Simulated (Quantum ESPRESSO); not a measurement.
**Constrained canting in FeO (Wuestite)**

Aim: the energy of FeO (Wuestite) as two sets of moments turn from parallel to opposed.

Main program and level: Quantum ESPRESSO 7.5; LDA with U = 5.62 eV on Fe d (ortho-atomic projectors); plane waves with GBRV 1.5 LDA potentials, no spin-orbit coupling.

This is a report of a sequence of runs, with most program output left out.

**1. The starting structure**

The structure is trigonal, space group R-3m (No. 166). The conventional cell has a = 3.038 Å, b = 3.038 Å, c = 7.559 Å, α = 90.00°, β = 90.00°, γ = 120.00°. Nearest to Fe lie 6 O at 2.16 Å. O has 6 Fe at 2.16 Å nearest. Farther neighbours and most contacts between anions are not listed.

The cell comes from the Crystallography Open Database.

The settings of this session are cheaper than careful work needs (see the inputs), so it shows what such settings give, not the properties of the crystal.

**2. The collinear order that defines the sublattices**

Typed as antiferro q=(0,1/2,1/2) +-. The wavevector q is in fractions of the reciprocal vectors of the crystal's primitive cell, as the cells of these inputs are built from it; moments change sign between cells as cos(2π q·R).

File pw.in:

```
&CONTROL
  calculation = 'scf'
  prefix = 'pwscf'
  outdir = './tmp'
  pseudo_dir = './pseudo'
  disk_io = 'nowf'
/
&SYSTEM
  ibrav = 0
  nat = 4
  ntyp = 3
  ecutwfc = 40
  ecutrho = 280
  nbnd = 31
  occupations = 'smearing'
  smearing = 'fd'
  degauss = 0.00734986
  nspin = 2
  starting_magnetization(1) = 0.25
  starting_magnetization(2) = -0.25
  starting_magnetization(3) = 0
/
&ELECTRONS
  conv_thr = 4d-06
  electron_maxstep = 150
  mixing_beta = 0.1
/
ATOMIC_SPECIES
Fe1    55.8450 fe_lda_v1.5.uspp.F.UPF
Fe2    55.8450 fe_lda_v1.5.uspp.F.UPF
O      15.9990 o_lda_v1.2.uspp.F.UPF
CELL_PARAMETERS bohr
   2.8701555377    1.6570850723    4.7613110177
  -5.7403110754    3.3141701446    9.5226220354
  -2.8701555377   -1.6570850721    9.5226220354
ATOMIC_POSITIONS crystal
Fe1     0.0000000000    0.0000000000    0.0000000000
Fe2     0.0000000000    0.5000000000    0.0000000000
O       0.5000000000    0.0000000000    0.5000000000
O       0.5000000000    0.5000000000    0.5000000000
K_POINTS automatic
4 2 4 0 0 0
HUBBARD {ortho-atomic}
U Fe1-3d 5.6200
U Fe2-3d 5.6200
```

Run with:

```
OMP_NUM_THREADS=1 mpirun -n 4 pw.x -nk 4 -in pw.in > pw.out
```

The job ended after 24 s (4 MPI ranks of Arm Neoverse V1, shared host; peak memory 0.35 GiB; 95 s of CPU time).

Spin moment in the atom's sphere by atom:

| atom | spin moment in the atom's sphere (μB) |
| --- | --- |
| Fe1 | 3.49 |
| Fe2 | -3.49 |
| O3 | -0.03 |
| O4 | 0.03 |

Read from the output:

```yaml
smearing_term_ts: 1.74e-4 eV
magnetization: 0 μB
absolute_magnetization: 7.624 μB
final_state: antiferromagnetic
```

**3. The parallel state in the same cell**

This run has no penalty. It is needed because the penalty of the later runs acts on every atom: an induced moment is typed with its parallel value times cos(θ/2) along z and its opposed value times sin(θ/2) along x, rounded to 0.01 μB.

File pw.in:

```
&CONTROL
  calculation = 'scf'
  prefix = 'pwscf'
  outdir = './tmp'
  pseudo_dir = './pseudo'
  disk_io = 'nowf'
/
&SYSTEM
  ibrav = 0
  nat = 4
  ntyp = 2
  ecutwfc = 40
  ecutrho = 280
  nbnd = 35
  occupations = 'smearing'
  smearing = 'fd'
  degauss = 0.00734986
  nspin = 2
  starting_magnetization(1) = 0.25
  starting_magnetization(2) = 0
/
&ELECTRONS
  conv_thr = 4d-06
  electron_maxstep = 150
  mixing_beta = 0.1
/
ATOMIC_SPECIES
Fe     55.8450 fe_lda_v1.5.uspp.F.UPF
O      15.9990 o_lda_v1.2.uspp.F.UPF
CELL_PARAMETERS bohr
   2.8701555377    1.6570850723    4.7613110177
  -5.7403110754    3.3141701446    9.5226220354
  -2.8701555377   -1.6570850721    9.5226220354
ATOMIC_POSITIONS crystal
Fe      0.0000000000    0.0000000000    0.0000000000
Fe      0.0000000000    0.5000000000    0.0000000000
O       0.5000000000    0.0000000000    0.5000000000
O       0.5000000000    0.5000000000    0.5000000000
K_POINTS automatic
4 2 4 0 0 0
HUBBARD {ortho-atomic}
U Fe-3d 5.6200
```

Wall time 14 s (4 MPI ranks); peak memory 0.34 GiB; 55 s of CPU time.

Spin moment in the atom's sphere by atom:

| atom | spin moment in the atom's sphere (μB) |
| --- | --- |
| Fe1 | 3.60 |
| Fe2 | 3.60 |
| O3 | 0.23 |
| O4 | 0.23 |

Numbers from this step:

* smearing term TS: 0.09564 eV
* magnetization: 8.062 μB
* absolute magnetization: 8.123 μB
* final state: ferromagnetic

**4. Angle 0°, no penalty**

The two sets tilt by half the angle to either side of z. A collinear state is stationary and needs no penalty.

pw.in: that of step 3 with these lines changed.

```diff
@@ -13,3 +13,3 @@
   ecutrho = 280
-  nbnd = 35
+  nbnd = 62
   occupations = 'smearing'
@@ -17,5 +17,8 @@
   degauss = 0.00734986
-  nspin = 2
-  starting_magnetization(1) = 0.25
+  noncolin = .true.
+  starting_magnetization(1) = 0.2181
+  angle1(1) = 0
+  angle2(1) = 0
   starting_magnetization(2) = 0
+  nosym = .true.
 /
```

Elapsed: 59 s, on 4 MPI ranks; peak memory 0.48 GiB.

Spin moment in the atom's sphere by atom:

| atom | x (μB) | y (μB) | z (μB) | size |
| --- | --- | --- | --- | --- |
| Fe1 | 0.00 | 0.00 | 3.60 | 3.60 |
| Fe2 | 0.00 | 0.00 | 3.60 | 3.60 |
| O3 | 0.00 | 0.00 | 0.23 | 0.23 |
| O4 | 0.00 | 0.00 | 0.23 | 0.23 |

Read from the output:

- smearing term TS: 0.09566 eV
- magnetization: 0, 0, 8.062 μB
- absolute magnetization: 8.123 μB
- final state: ferromagnetic

**5. Angle 60°, lambda 0.5 Ry**

A penalty pulls the polar angle of each moment to the typed one; its size and its azimuth are free.

File pw.in:

```
&CONTROL
  calculation = 'scf'
  prefix = 'pwscf'
  outdir = './tmp'
  pseudo_dir = './pseudo'
  disk_io = 'nowf'
/
&SYSTEM
  ibrav = 0
  nat = 4
  ntyp = 4
  ecutwfc = 40
  ecutrho = 280
  nbnd = 62
  occupations = 'smearing'
  smearing = 'fd'
  degauss = 0.00734986
  noncolin = .true.
  starting_magnetization(1) = 0.2181
  angle1(1) = 30
  angle2(1) = 0
  starting_magnetization(2) = 0.2181
  angle1(2) = 30
  angle2(2) = 180
  starting_magnetization(3) = 0.0335
  angle1(3) = 5.711
  angle2(3) = 180
  starting_magnetization(4) = 0.0335
  angle1(4) = 5.711
  angle2(4) = 0
  constrained_magnetization = 'atomic direction'
  lambda = 0.5
  nosym = .true.
/
&ELECTRONS
  conv_thr = 4d-06
  electron_maxstep = 150
  mixing_beta = 0.1
/
ATOMIC_SPECIES
Fe1    55.8450 fe_lda_v1.5.uspp.F.UPF
Fe2    55.8450 fe_lda_v1.5.uspp.F.UPF
O1     15.9990 o_lda_v1.2.uspp.F.UPF
O2     15.9990 o_lda_v1.2.uspp.F.UPF
CELL_PARAMETERS bohr
   2.8701555377    1.6570850723    4.7613110177
  -5.7403110754    3.3141701446    9.5226220354
  -2.8701555377   -1.6570850721    9.5226220354
ATOMIC_POSITIONS crystal
Fe1     0.0000000000    0.0000000000    0.0000000000
Fe2     0.0000000000    0.5000000000    0.0000000000
O1      0.5000000000    0.0000000000    0.5000000000
O2      0.5000000000    0.5000000000    0.5000000000
K_POINTS automatic
4 2 4 0 0 0
HUBBARD {ortho-atomic}
U Fe1-3d 5.6200
U Fe2-3d 5.6200
```

Run time: 3.4 min. Hardware: 4 MPI ranks; peak memory 0.5 GiB.

Spin moment in the atom's sphere by atom:

| atom | x (μB) | y (μB) | z (μB) | size |
| --- | --- | --- | --- | --- |
| Fe1 | 1.63 | 0.00 | 3.21 | 3.60 |
| Fe2 | -1.63 | 0.00 | 3.21 | 3.60 |
| O3 | -0.03 | 0.00 | 0.21 | 0.21 |
| O4 | 0.03 | 0.00 | 0.21 | 0.21 |

Read from the output:

```
smearing term TS       : 0.09979 eV
magnetization          : 0, 0, 7.163 μB
absolute magnetization : 8.081 μB
penalty energy         : 8.726 meV
final state            : non-collinear
```

**6. Angle 120°, lambda 0.5 Ry**

pw.in: that of step 5 with these lines changed.

```diff
@@ -19,12 +19,12 @@
   starting_magnetization(1) = 0.2181
-  angle1(1) = 30
+  angle1(1) = 60
   angle2(1) = 0
   starting_magnetization(2) = 0.2181
-  angle1(2) = 30
+  angle1(2) = 60
   angle2(2) = 180
-  starting_magnetization(3) = 0.0335
-  angle1(3) = 5.711
+  starting_magnetization(3) = 0.0206
+  angle1(3) = 14.036
   angle2(3) = 180
-  starting_magnetization(4) = 0.0335
-  angle1(4) = 5.711
+  starting_magnetization(4) = 0.0206
+  angle1(4) = 14.036
   angle2(4) = 0
```

Elapsed: 83 s, on 4 MPI ranks; peak memory 0.5 GiB; 5.5 min of CPU time.

This step gave:

```yaml
smearing_term_ts: 0.1248 eV
magnetization: -0.001, 0, 4.179 μB
absolute_magnetization: 7.934 μB
penalty_energy: 9.200 meV
final_state: non-collinear
largest_moment: 3.585 μB
```

**7. Angle 180°, no penalty**

File pw.in:

```
&CONTROL
  calculation = 'scf'
  prefix = 'pwscf'
  outdir = './tmp'
  pseudo_dir = './pseudo'
  disk_io = 'nowf'
/
&SYSTEM
  ibrav = 0
  nat = 4
  ntyp = 3
  ecutwfc = 40
  ecutrho = 280
  nbnd = 62
  occupations = 'smearing'
  smearing = 'fd'
  degauss = 0.00734986
  noncolin = .true.
  starting_magnetization(1) = 0.2181
  angle1(1) = 90
  angle2(1) = 0
  starting_magnetization(2) = 0.2181
  angle1(2) = 90
  angle2(2) = 180
  starting_magnetization(3) = 0
  nosym = .true.
/
&ELECTRONS
  conv_thr = 4d-06
  electron_maxstep = 150
  mixing_beta = 0.1
/
ATOMIC_SPECIES
Fe1    55.8450 fe_lda_v1.5.uspp.F.UPF
Fe2    55.8450 fe_lda_v1.5.uspp.F.UPF
O      15.9990 o_lda_v1.2.uspp.F.UPF
CELL_PARAMETERS bohr
   2.8701555377    1.6570850723    4.7613110177
  -5.7403110754    3.3141701446    9.5226220354
  -2.8701555377   -1.6570850721    9.5226220354
ATOMIC_POSITIONS crystal
Fe1     0.0000000000    0.0000000000    0.0000000000
Fe2     0.0000000000    0.5000000000    0.0000000000
O       0.5000000000    0.0000000000    0.5000000000
O       0.5000000000    0.5000000000    0.5000000000
K_POINTS automatic
4 2 4 0 0 0
HUBBARD {ortho-atomic}
U Fe1-3d 5.6200
U Fe2-3d 5.6200
```

The job ended after 55 s (4 MPI ranks; peak memory 0.49 GiB; 3.7 min of CPU time).

Read from the output:

- smearing term TS: 1.75e-4 eV
- magnetization: 0, 0, 0 μB
- absolute magnetization: 7.623 μB
- final state: antiferromagnetic
- largest moment: 3.489 μB

**8. E(θ)**

Canting:

| lambda (Ry) | typed angle (degrees) | final angle (degrees) | energy less that at the first angle (meV a seeded atom) | penalty energy, not in the total (meV a cell) | largest site moment (μB) | CPU time (s) |
| --- | --- | --- | --- | --- | --- | --- |
| - | 0 | 0 | 0 | 0 | 3.604 | 235.2 |
| 0.5 | 60 | 54 | 40.03 | 8.726 | 3.599 | 820.8 |
| 0.5 | 120 | 116.6 | 170.8 | 9.2 | 3.585 | 331.9 |
| - | 180 | 180 | -793.2 | 0 | 3.489 | 221.7 |

**9. Summary of results**

| Quantity | Value |
| --- | --- |
| range of the energy, all points | 964 meV a seeded atom |
| range of the largest moment | 3.49 to 3.60 μB |

What this shows: One run ends 6.0° off its typed angle, so energies belong to the final angles. Under a U these runs seem to end in unlike orbital states: the fillings of their corrected shells differ, or their energies lie too far apart for exchange alone. The differences are then no exchange energies, and the ranking says little of the magnetic order. Seeding all runs from one set of occupation matrices is the usual remedy. This holds for the two sublattices of this cell; other orders were not tried. Without spin–orbit coupling only the angle between the moments matters. The mesh is coarse, so differences of some ten meV can be noise where moments are itinerant. Energies are free energies at an electronic temperature of 1160 K, which lowers moments and differences where the moments are itinerant.

[Logs and program files are shortened in this print: banners, set-up blocks, solver, clock and traceback lines can be left out without a mark of their own.]

[Logs are printed without paths, hosts, clocks, repeated set-up lines and the standing remarks that a program may print on its own settings, such as how far it seeks lower states.]

[Hosts, paths, dates, database ids (printed as entryN), source tags and the programs' standing remarks are cut or masked in the printed files.]

[Where a cell is said to come from a database of computed structures, the database is the Materials Project.]
